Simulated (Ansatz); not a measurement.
# MnO (Fm-3m) in Ansatz: further runs

One crystal, MnO, is run at these levels: LDA; tasks: single point, equation of state.

Everything below comes from runs of Ansatz 0.2.0. Logs are shortened: lines on timing, memory, paths and dates and some standing lists are left out, and cuts for length are marked.

## (1) The structure

Symmetry: Fm-3m, No. 225, cubic system. Conventional cell: a = 4.448 Å, b = 4.448 Å, c = 4.448 Å, α = 90.00°, β = 90.00°, γ = 90.00°. Mn (site symmetry m-3m) has 6 O at 2.22 Å as nearest neighbours. O (site symmetry m-3m) is surrounded by 6 Mn at 2.22 Å.

The cell is a database's computed one.

## (2) Single point, LDA, collinear spin, ferromagnetic start, 10.34 Å³/atom (volume scaled by 0.94)

File input.yaml:

```yaml
crystal:
  lattice:
    - [0.0, 2.1785090927, 2.1785090927]
    - [2.1785090927, 0.0, 2.1785090927]
    - [2.1785090927, 2.1785090927, 0.0]
  atoms:
    - { symbol: Mn, position: [0.0, 0.0, 0.0], spin: 4.0 }
    - { symbol: O, position: [0.5, 0.5, 0.5] }
hamiltonian:
  xc: lda
  pseudopotentials: { kind: paw }
magnetization:
  spin_polarized: true
kpoints:
  mp_grid: { grid: [10, 10, 10] }
scf:
  occupations: { method: fermi_dirac, width: 0.05 }
output:
  forces: true
  stress: true
  eigenvalues: true
```

Potentials or basis: Ansatz PAW.

Launch:

```bash
$ ansatz run input.yaml --threads 2 --pin off --max-ram 5120MiB --backend cpu --events-out ev --progress --plain --runs-dir out
```

Log:

```text
Warning: RAYON_NUM_THREADS=2 ignored (pool sized by the plan → 2); use --threads N
Engine: ansatz 0.2.0, x86_64-unknown-linux-gnu
Pseudopotentials: kind: paw
Pseudopotential: Mn, paw, valence charge 15, recommended cutoff 420 eV (normal), Mn.paw.azcp
Pseudopotential: O, paw, valence charge 6, recommended cutoff 420 eV (normal), O.paw.azcp
Functional definition: SPW92
  exchange = slater_x
  correlation = pw_c
Crystal: 2 atoms, lattice volume = 20.678 Å³
Basis set: ecut = 420 eV, 411 PW (Γ)
Bands: 17, of which v1, the nominal top of the filled ones, is band 11 counted from 1 (10 counted from 0)
Symmetry: 48 space group operations
Space group: Fm-3m (ITA 225), of the structure as read, at distance tolerance 2.7e-5 Å
Magnetic group: BNS 225.116 (UNI 1618), of the structure as read, at distance tolerance 2.7e-5 Å
k-points: 47 of 1000
Non-local potential: Mn, projectors of the file, l = 0: 3, l = 1: 2, l = 2: 3, l = 3: 1
Non-local potential: O, projectors of the file, l = 0: 2, l = 1: 2, l = 2: 1
PAW form: soft (Blöchl's): semilocal exchange-correlation on the pseudo side does not see the compensation charge
PAW frozen core: Mn, regenerated for the run's functional, and the local potential with it (the file was generated under x = pbe(κ = 0.804, μ = 0.2195149727645171), c = pbe(β = 0.06672455060314922))
PAW frozen core: O, regenerated for the run's functional, and the local potential with it (the file was generated under x = pbe(κ = 0.804, μ = 0.2195149727645171), c = pbe(β = 0.06672455060314922))
PAW one-centre angular grid: Mn, 590 points (default); XC on 64 Gauss nodes
PAW one-centre angular grid: O, 110 points (default); XC on 64 Gauss nodes
Initial density: superposition of atomic densities (chi_scale 0.1, normalization cell, long waves kept (reshape's long-wave potential 0.00 eV rms))
Starting moments: Σ|m| = 4 μB on 1 of 2 sites
Initial wavefunctions: pseudopotential atomic-orbital guess
Functional: x = slater, c = lda
SCF iter   1: F=—  HF=-4396.080518 eV  |F-HF|=—  |Δ(HF+E_count)|=         —  Δρ=1.25e-1 (↑1.25e-1 ↓7.40e-2)  dr2=6.09e0  dr2_m=3.89e-1  M=4.229 μB ∫|m|=4.229 μB  β_m=0.30  ethr=3.10e-3  ⟨swp⟩=3.6  Hψ=6495  notcnv=0
Mixer restart at iter 1: flushing history
preconditioner: auto → none  [metal: Δε(μ)=0.038 eV  Ē_g=12.826 eV  σ=0.050 eV  W_gap=0.18  n_scr=8 (ndim 8)  ℏωp=29.4 eV  f_vac=0.000  D(μ)=1.16/eV (n_scr^D=14)  sad-step TF]
SCF iter   2: F=—  HF=-4395.916012 eV  |F-HF|=—  |Δ(HF+E_count)|=   1.65e-1  Δρ=6.42e-2 (↑6.42e-2 ↓2.96e-2)  dr2=1.16e0  dr2_m=2.03e-1  M=4.353 μB ∫|m|=4.353 μB  β_m=0.41  ethr=3.10e-3  ⟨swp⟩=3.1  Hψ=3781  notcnv=0  defer=52
SCF iter   3: F=—  HF=-4395.986281 eV  |F-HF|=—  |Δ(HF+E_count)|=   7.03e-2  Δρ=1.35e-2 (↑1.21e-2 ↓1.35e-2)  dr2=8.41e-2  dr2_m=9.62e-3  M=4.327 μB ∫|m|=4.327 μB  β_m=0.50  ethr=3.10e-3  ⟨swp⟩=2.6  Hψ=3034  notcnv=0  defer=85
SCF iter   4: F=—  HF=-4395.954058 eV  |F-HF|=—  |Δ(HF+E_count)|=         —  Δρ=5.01e-3 (↑4.61e-3 ↓5.01e-3)  dr2=6.51e-3  dr2_m=2.23e-3  M=4.323 μB ∫|m|=4.323 μB  β_m=0.50  ethr=4.01e-4  ⟨swp⟩=2.3  Hψ=2965  notcnv=0  defer=91
Mixer restart at iter 4: flushing history
SCF iter   5: F=—  HF=-4395.972210 eV  |F-HF|=—  |Δ(HF+E_count)|=   1.82e-2  Δρ=4.82e-3 (↑4.82e-3 ↓2.47e-3)  dr2=4.59e-3  dr2_m=7.53e-4  M=4.338 μB ∫|m|=4.338 μB  β_m=0.60  ethr=3.10e-5  ⟨swp⟩=2.1  Hψ=2393  notcnv=0  defer=91
SCF iter   6: F=—  HF=-4395.987465 eV  |F-HF|=—  |Δ(HF+E_count)|=   1.53e-2  Δρ=2.45e-3 (↑2.45e-3 ↓1.79e-3)  dr2=3.95e-4  dr2_m=7.67e-4  M=4.353 μB ∫|m|=4.353 μB  β_m=0.69  ethr=2.19e-5  ⟨swp⟩=2.0  Hψ=2737  notcnv=0  defer=91
SCF iter   7: F=—  HF=-4395.991356 eV  |F-HF|=—  |Δ(HF+E_count)|=   3.89e-3  Δρ=1.37e-3 (↑1.09e-3 ↓1.37e-3)  dr2=8.55e-4  dr2_m=4.63e-5  M=4.354 μB ∫|m|=4.354 μB  β_m=0.77  ethr=1.88e-6  ⟨swp⟩=2.0  Hψ=3144  notcnv=0  defer=91
SCF iter   8: F=—  HF=-4395.992320 eV  |F-HF|=—  |Δ(HF+E_count)|=   9.64e-4  Δρ=1.42e-3 (↑1.42e-3 ↓5.96e-4)  dr2=2.14e-4  dr2_m=1.51e-4  M=4.365 μB ∫|m|=4.365 μB  β_m=0.68  ethr=1.88e-6  ⟨swp⟩=2.0  Hψ=3076  notcnv=0  defer=91
SCF iter   9: F=—  HF=-4395.992285 eV  |F-HF|=—  |Δ(HF+E_count)|=   3.50e-5  Δρ=2.20e-4 (↑2.20e-4 ↓3.97e-5)  dr2=6.39e-6  dr2_m=2.78e-6  M=4.363 μB ∫|m|=4.363 μB  β_m=0.80  ethr=1.02e-6  ⟨swp⟩=2.1  Hψ=2231  notcnv=0  defer=91
SCF iter  10: F=—  HF=-4395.992283 eV  |F-HF|=—  |Δ(HF+E_count)|=   1.84e-6  Δρ=1.11e-5 (↑1.11e-5 ↓5.14e-6)  dr2=4.94e-9  dr2_m=1.21e-8  M=4.363 μB ∫|m|=4.363 μB  β_m=0.90  ethr=3.04e-8  ⟨swp⟩=2.0  Hψ=2074  notcnv=0  defer=91
SCF iter  11: F=-4395.992283 eV  HF=-4395.992283 eV  |F-HF|=6.06e-10  |Δ(HF+E_count)|=   2.75e-9  Δρ=1.22e-6 (↑8.28e-7 ↓1.22e-6)  dr2=6.77e-10  dr2_m=7.17e-11  M=4.363 μB ∫|m|=4.363 μB  ethr=2.35e-11  ⟨swp⟩=3.7  Hψ=5850  notcnv=0
SCF 1 converged in 11 iterations: F = -4395.992283 eV  dr2 = 6.77e-10
SCF converged after 11 iterations
Magnetization: 4.3627 μB (12.6814 up, 8.3186 down)
Absolute magnetization: 4.3627 μB (∫|ρ↑−ρ↓|, with the PAW one-centre terms)
Spin contamination: 0.0157 ħ² per cell (⟨S²⟩ above its minimum at these occupations)
Per-site moments (μB) at R_I (Å): [(3.7056657475912673, 0.89863500073875), (0.19862448948815903, 0.89863500073875)]
Free energy (F): -4395.992283 eV
Harris-Foulkes:  -4395.992283 eV  (|F-HF|=6.06e-10)
Internal energy: -4395.982929 eV  (E = F + TS)
E sigma→0 (E₀):  -4395.987606 eV
Entropy (-TS):   -0.009354 eV (-4.677 meV/atom)
Fermi energy:    14.105035 eV
--- Per-component energies (eV) ---
  E_band       = -232.671808
  E_kinetic    = 474.584899
  E_local      = -2161.296593  (includes V_loc(G=0)·N_el)
  E_nonlocal   = 306.488616
  E_hartree    = 863.705238
  E_xc         = -182.761561
  E_vxc        = -235.106366  (∫ρ·V_xc dr)
  E_paw        = -1395.631164  (= ΣΔE_a)
  E_vpaw       = -344.754926  (= ΣTr[D̂ρ^β])
  E_aug_tail   = 0.002394  (compensation charges beyond the density's cutoff)
  E_ewald      = -2301.555631
  E_core_change = 0.480875  (= ΣΔE_core)
  E_smearing   = -0.009354  (= −TS)
  E_closure    = 0.000000  (closes the sum)
  Σ components = -4395.992283   (vs F -4395.992283, Δ=0.00e0)
--- Forces (eV/Å), atoms counted from 1 ---
  atom   1  Mn    -0.00000000     0.00000000     0.00000000
  atom   2  O      0.00000000     0.00000000    -0.00000000
  max |Σ_I F_I| component: 1.36e-29 eV/Å
--- Stress (GPa, compression-positive) ---
      -12.353375      -0.000000      -0.000000
       -0.000000     -12.353375       0.000000
       -0.000000       0.000000     -12.353375
  P = ⅓ Tr σ = -12.3534 GPa (-123.534 kbar)
--- Band table (eV; the first three rows and the last of 94) ---
  k-point 0 ↑: bands = ["-66.6231", "-35.7055", "-35.7055", "-35.7055", "-6.5247", "9.9431", "9.9431", "9.9431", "10.9917", "10.9917", "10.9917", "11.5372", "11.5372", "13.9306", "28.2254", "30.7531", "30.7531"]
  k-point 1 ↑: bands = ["-66.6222", "-35.7139", "-35.7066", "-35.7066", "-6.4261", "9.1230", "9.4538", "9.4538", "11.1146", "11.1146", "11.2275", "12.0473", "12.0473", "14.5854", "27.1799", "30.4246", "30.4246"]
  k-point 2 ↑: bands = ["-66.6198", "-35.7358", "-35.7093", "-35.7093", "-6.1571", "7.7410", "8.7051", "8.7051", "11.3586", "11.3586", "11.5193", "12.9412", "12.9412", "15.8765", "25.2429", "29.2310", "29.2310"]
  k-point 46 ↓: bands = ["-62.3778", "-31.6627", "-31.6449", "-31.6266", "-4.9102", "7.5995", "8.1844", "8.4029", "14.3792", "15.4037", "15.9617", "16.1632", "16.6783", "22.6595", "23.4370", "24.3652", "27.1575"]
```

Wall time 1.3 s (2 threads of INTEL XEON PLATINUM 8581C at 2.10GHz (Emerald Rapids), shared host); peak memory 0.35 GiB.

What came out:

```yaml
Free_energy: -4395.9923 eV
Pressure: -12.4 GPa
Band_gap_on_the_k_mesh: none (metal or under the smearing width)
Net_moment: 4.36 μB per cell
Absolute_moment: 4.36 μB per cell
Site_moments: Mn +3.71; O +0.20 μB
```

Caveat: the pressure holds a Pulay correction of +0.8 GPa for the finite cutoff; a cell with one magnetic atom can't hold antiferromagnetic order, which such compounds often take; semilocal functionals often make such compounds metallic where correlation or magnetic order opens a gap, which also shifts bond lengths; the PAW data sets come from PBE, with cores solved anew for the run's functional, which leaves a small shift of forces and pressure.

## (3) Single point, LDA, collinear spin, ferromagnetic start, 10.56 Å³/atom (volume scaled by 0.96)

input.yaml: that of step 2 with these lines changed.

```diff
@@ -2,5 +2,5 @@
   lattice:
-    - [0.0, 2.1785090927, 2.1785090927]
-    - [2.1785090927, 0.0, 2.1785090927]
-    - [2.1785090927, 2.1785090927, 0.0]
+    - [0.0, 2.1938512115, 2.1938512115]
+    - [2.1938512115, 0.0, 2.1938512115]
+    - [2.1938512115, 2.1938512115, 0.0]
   atoms:
```

Potentials or basis: Ansatz PAW.

Launch:

```bash
$ ansatz run input.yaml --threads 2 --pin off --max-ram 5120MiB --backend cpu --events-out ev --progress --plain --runs-dir out
```

Run time: 1.4 s. Hardware: 2 threads of INTEL XEON PLATINUM 8581C at 2.10GHz (Emerald Rapids), shared host; peak memory 0.35 GiB.

Results (log left out):

- Free energy: -4395.9560 eV
- Pressure: -13.8 GPa
- Band gap on the k mesh: none (metal or under the smearing width)
- Net moment: 4.45 μB per cell
- Absolute moment: 4.45 μB per cell
- Site moments: Mn +3.78; O +0.21 μB

Caveat: the pressure holds a Pulay correction of +0.8 GPa for the finite cutoff; a cell with one magnetic atom can't hold antiferromagnetic order, which such compounds often take; semilocal functionals often make such compounds metallic where correlation or magnetic order opens a gap, which also shifts bond lengths; the PAW data sets come from PBE, with cores solved anew for the run's functional, which leaves a small shift of forces and pressure.

## (4) Single point, LDA, collinear spin, ferromagnetic start, 10.78 Å³/atom (volume scaled by 0.98)

input.yaml: that of step 3 with these lines changed.

```diff
@@ -2,5 +2,5 @@
   lattice:
-    - [0.0, 2.1938512115, 2.1938512115]
-    - [2.1938512115, 0.0, 2.1938512115]
-    - [2.1938512115, 2.1938512115, 0.0]
+    - [0.0, 2.208981698, 2.208981698]
+    - [2.208981698, 0.0, 2.208981698]
+    - [2.208981698, 2.208981698, 0.0]
   atoms:
```

Launch:

```bash
$ ansatz run input.yaml --threads 2 --pin off --max-ram 5120MiB --backend cpu --events-out ev --progress --plain --runs-dir out
```

Wall time 1.4 s (2 threads of INTEL XEON PLATINUM 8581C at 2.10GHz (Emerald Rapids), shared host); peak memory 0.35 GiB.

It converged, with:

- Free energy: -4395.9162 eV
- Pressure: -15.2 GPa
- Band gap on the k mesh: none (metal or under the smearing width)
- Net moment: 4.53 μB per cell
- Absolute moment: 4.53 μB per cell
- Site moments: Mn +3.85; O +0.21 μB

Caveat: the pressure holds a Pulay correction of +0.8 GPa for the finite cutoff; a cell with one magnetic atom can't hold antiferromagnetic order, which such compounds often take; semilocal functionals often make such compounds metallic where correlation or magnetic order opens a gap, which also shifts bond lengths; the PAW data sets come from PBE, with cores solved anew for the run's functional, which leaves a small shift of forces and pressure.

## (5) Single point, LDA, collinear spin, ferromagnetic start, 11.00 Å³/atom

input.yaml: that of step 4 with these lines changed.

```diff
@@ -2,5 +2,5 @@
   lattice:
-    - [0.0, 2.208981698, 2.208981698]
-    - [2.208981698, 0.0, 2.208981698]
-    - [2.208981698, 2.208981698, 0.0]
+    - [0.0, 2.2239077028, 2.2239077028]
+    - [2.2239077028, 0.0, 2.2239077028]
+    - [2.2239077028, 2.2239077028, 0.0]
   atoms:
```

Launch:

```bash
$ ansatz run input.yaml --threads 2 --pin off --max-ram 5120MiB --backend cpu --events-out ev --progress --plain --runs-dir out
```

It took 1.4 s on 2 threads of INTEL XEON PLATINUM 8581C at 2.10GHz (Emerald Rapids), shared host; peak memory 0.35 GiB.

Results (log left out):

- Free energy: -4395.8727 eV
- Pressure: -16.5 GPa
- Band gap on the k mesh: none (metal or under the smearing width)
- Net moment: 4.60 μB per cell
- Absolute moment: 4.60 μB per cell
- Site moments: Mn +3.91; O +0.22 μB

Caveat: the pressure holds a Pulay correction of +0.8 GPa for the finite cutoff; a cell with one magnetic atom can't hold antiferromagnetic order, which such compounds often take; semilocal functionals often make such compounds metallic where correlation or magnetic order opens a gap, which also shifts bond lengths; the PAW data sets come from PBE, with cores solved anew for the run's functional, which leaves a small shift of forces and pressure.

## (6) Single point, LDA, collinear spin, ferromagnetic start, 11.22 Å³/atom (volume scaled by 1.02)

input.yaml: that of step 5 with these lines changed.

```diff
@@ -2,5 +2,5 @@
   lattice:
-    - [0.0, 2.2239077028, 2.2239077028]
-    - [2.2239077028, 0.0, 2.2239077028]
-    - [2.2239077028, 2.2239077028, 0.0]
+    - [0.0, 2.2386359976, 2.2386359976]
+    - [2.2386359976, 0.0, 2.2386359976]
+    - [2.2386359976, 2.2386359976, 0.0]
   atoms:
@@ -21 +21,5 @@
   eigenvalues: true
+  write_density: true
+  write_potential: true
+  elf: true
+  volumetric_format: npy
```

Potentials or basis: Ansatz PAW.

Launch:

```bash
$ ansatz run input.yaml --threads 2 --pin off --max-ram 5120MiB --backend cpu --events-out ev --progress --plain --runs-dir out
```

Wall time 1.6 s (2 threads of INTEL XEON PLATINUM 8581C at 2.10GHz (Emerald Rapids), shared host); peak memory 0.36 GiB.

It converged, with:

| Item | Value |
| --- | --- |
| Free energy | -4395.8256 eV |
| Pressure | -17.7 GPa |
| Band gap on the k mesh | none (metal or under the smearing width) |
| Net moment | 4.67 μB per cell |
| Absolute moment | 4.67 μB per cell |
| Site moments | Mn +3.97; O +0.23 μB |

Caveat: the pressure holds a Pulay correction of +0.8 GPa for the finite cutoff; a cell with one magnetic atom can't hold antiferromagnetic order, which such compounds often take; semilocal functionals often make such compounds metallic where correlation or magnetic order opens a gap, which also shifts bond lengths; the PAW data sets come from PBE, with cores solved anew for the run's functional, which leaves a small shift of forces and pressure.

## (7) Single point, LDA, collinear spin, ferromagnetic start, 11.44 Å³/atom (volume scaled by 1.04)

File input.yaml:

```yaml
crystal:
  lattice:
    - [0.0, 2.2531730023, 2.2531730023]
    - [2.2531730023, 0.0, 2.2531730023]
    - [2.2531730023, 2.2531730023, 0.0]
  atoms:
    - { symbol: Mn, position: [0.0, 0.0, 0.0], spin: 4.0 }
    - { symbol: O, position: [0.5, 0.5, 0.5] }
hamiltonian:
  xc: lda
  pseudopotentials: { kind: paw }
magnetization:
  spin_polarized: true
kpoints:
  mp_grid: { grid: [10, 10, 10] }
scf:
  occupations: { method: fermi_dirac, width: 0.05 }
output:
  forces: true
  stress: true
  eigenvalues: true
```

Launch:

```bash
$ ansatz run input.yaml --threads 2 --pin off --max-ram 5120MiB --backend cpu --events-out ev --progress --plain --runs-dir out
```

Wall time 1.3 s (2 threads of INTEL XEON PLATINUM 8581C at 2.10GHz (Emerald Rapids), shared host); peak memory 0.35 GiB.

Results (log left out):

- Free energy: -4395.7759 eV
- Pressure: -18.5 GPa
- Band gap on the k mesh: none (metal or under the smearing width)
- Net moment: 4.75 μB per cell
- Absolute moment: 4.75 μB per cell
- Site moments: Mn +4.03; O +0.24 μB

Caveat: the pressure holds a Pulay correction of +0.8 GPa for the finite cutoff; a cell with one magnetic atom can't hold antiferromagnetic order, which such compounds often take; semilocal functionals often make such compounds metallic where correlation or magnetic order opens a gap, which also shifts bond lengths; the PAW data sets come from PBE, with cores solved anew for the run's functional, which leaves a small shift of forces and pressure.

## (8) Single point, LDA, collinear spin, ferromagnetic start, 11.66 Å³/atom (volume scaled by 1.06)

input.yaml: that of step 7 with these lines changed.

```diff
@@ -2,5 +2,5 @@
   lattice:
-    - [0.0, 2.2531730023, 2.2531730023]
-    - [2.2531730023, 0.0, 2.2531730023]
-    - [2.2531730023, 2.2531730023, 0.0]
+    - [0.0, 2.2675248097, 2.2675248097]
+    - [2.2675248097, 0.0, 2.2675248097]
+    - [2.2675248097, 2.2675248097, 0.0]
   atoms:
```

Launch:

```bash
$ ansatz run input.yaml --threads 2 --pin off --max-ram 5120MiB --backend cpu --events-out ev --progress --plain --runs-dir out
```

Wall time 1.4 s (2 threads of INTEL XEON PLATINUM 8581C at 2.10GHz (Emerald Rapids), shared host); peak memory 0.35 GiB.

The run converged. Its results:

| Item | Value |
| --- | --- |
| Free energy | -4395.7238 eV |
| Pressure | -19.7 GPa |
| Band gap on the k mesh | none (metal or under the smearing width) |
| Net moment | 4.79 μB per cell |
| Absolute moment | 4.79 μB per cell |
| Site moments | Mn +4.07; O +0.24 μB |

Caveat: the pressure holds a Pulay correction of +0.8 GPa for the finite cutoff; a cell with one magnetic atom can't hold antiferromagnetic order, which such compounds often take; semilocal functionals often make such compounds metallic where correlation or magnetic order opens a gap, which also shifts bond lengths; the PAW data sets come from PBE, with cores solved anew for the run's functional, which leaves a small shift of forces and pressure.

## (9) Equation of state, LDA, collinear spin, ferromagnetic start

Potentials or basis: Ansatz PAW.

This step only gathers the single runs of the series.

What came out:

```
Equilibrium volume : outside the volumes run
```

Energy against volume, from the lowest point:
| volume (Å³/atom) | energy (meV/atom) |
| --- | --- |
| 10.339 | 0.00 |
| 10.559 | 18.13 |
| 10.779 | 38.03 |
| 10.999 | 59.77 |
| 11.219 | 83.33 |
| 11.439 | 108.17 |
| 11.659 | 134.23 |
